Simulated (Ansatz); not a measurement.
## A series in volume scale on HfO2

Results calculated with Ansatz 0.2.0, not measured. Free energy against uniform scaling of the volume at fixed shape and fractions; periodic cell, basis, potentials, k mesh and filling as listed.

The cell before it is scaled or strained (space group P4_2/mnm, No. 136):
```
HfO2
1.0
      4.8135     0.0000     0.0000
      0.0000     4.8135     0.0000
      0.0000     0.0000     3.2054
Hf O
2 4
Direct
  0.00000 0.00000 0.00000
  0.50000 0.50000 0.50000
  0.19496 0.80504 0.50000
  0.30504 0.30504 0.00000
  0.69496 0.69496 0.00000
  0.80504 0.19496 0.50000
```

Settings of every row: functional PBEsol; dispersion none; potentials PAW; wave cutoff 470 eV; density cutoff 1880 eV; k mesh 4x4x6; k shift 0x0x0; occupations fixed; smearing width 0 eV; spin none.

Limits: no spin-orbit coupling, which can matter with elements this heavy; the cell comes from a prototype or a list of computed structures and needn't be the stable phase.

```
row  volume scale  V (Å³/atom)  energy above lowest point (meV/atom)  pressure (GPa)
  1           0.9        11.14                                   124           32.94
  2         0.925        11.45                                  69.7           23.59
  3          0.95       11.759                                     ?               ?
  4         0.975       12.069                                   9.6            8.19
  5             1       12.378                                     0            1.86
  6         1.025       12.688                                   1.9            -3.7
  7          1.05       12.997                                  13.8           -8.58
  8         1.075       13.306                                  34.7          -12.87
  9           1.1       13.616                                  63.2          -16.64
```

Question: what energy above lowest point and pressure should row 3 give?

Worked fit of energy above lowest point. Take u = (V_r/V)^(2/3) − 1 with V_r = 12.533 Å³ an atom, which is twice the finite (Eulerian) strain; such expansions in the strain, on which the Birch-Murnaghan equation of state is built, carry the rest volume and the bulk modulus. The shown rows have u = 0.08172, 0.0621, 0.02547, 0.00833, -0.00816, -0.02394, -0.03911, -0.05375. Least squares give energy above lowest point = −0.41 − 111.9 × u + 19990 × u² meV/atom; a straight line predicts inner rows, each left out in turn, worse (root mean square 32 against 0.12 meV/atom). The rows lie off it by 0.1, 0.0, -0.1, 0.0, 0.1, 0.1, 0.2, -0.2. Its lowest point lies at u = 0.0028, or V = 12.48 Å³ an atom, and the curvature there gives the bulk modulus at fixed shape and fractions, B = (4/9)(1 + u)² E″(u)/V = 229 GPa. Letting shape and atoms relax would as a rule lower it, by much in layered, chain or molecular crystals. The withheld row has u = 0.04341, so the fit gives −0.41 − 111.9 × (0.04341) + 19990 × (0.04341)² = 32.4 meV/atom.

The calculation gave 32.2 meV/atom. The fit lies 0.2 meV/atom (0.16 % of the column's range) above it; its largest miss of a shown row is 0.2 meV/atom.

Worked fit of pressure. Take u = (V_r/V)^(2/3) − 1 with V_r = 12.533 Å³ an atom, which is twice the finite (Eulerian) strain; such expansions in the strain, on which the Birch-Murnaghan equation of state is built, carry the rest volume and the bulk modulus. The shown rows have u = 0.08172, 0.0621, 0.02547, 0.00833, -0.00816, -0.02394, -0.03911, -0.05375. Least squares give pressure = −1.008 + 337.7 × u + 903.6 × u² + 584 × u³ GPa; a parabola predicts inner rows, each left out in turn, worse (root mean square 0.043 against 0.0061 GPa). The rows lie off it by 0.00, 0.00, 0.00, -0.01, 0.00, 0.00, 0.00, 0.00. The pressure vanishes at u = 0.0030, or V = 12.48 Å³ an atom, and there the bulk modulus at fixed shape and fractions is B = −V dP/dV = (2/3)(1 + u) dP/du = 229 GPa. Letting shape and atoms relax would as a rule lower it, by much in layered, chain or molecular crystals. The withheld row has u = 0.04341, so the fit gives −1.008 + 337.7 × (0.04341) + 903.6 × (0.04341)² + 584 × (0.04341)³ = 15.40 GPa.

The calculation gave 15.39 GPa. The fit lies 0.01 GPa (0.02 % of the column's range) above it, one unit of the last digit.
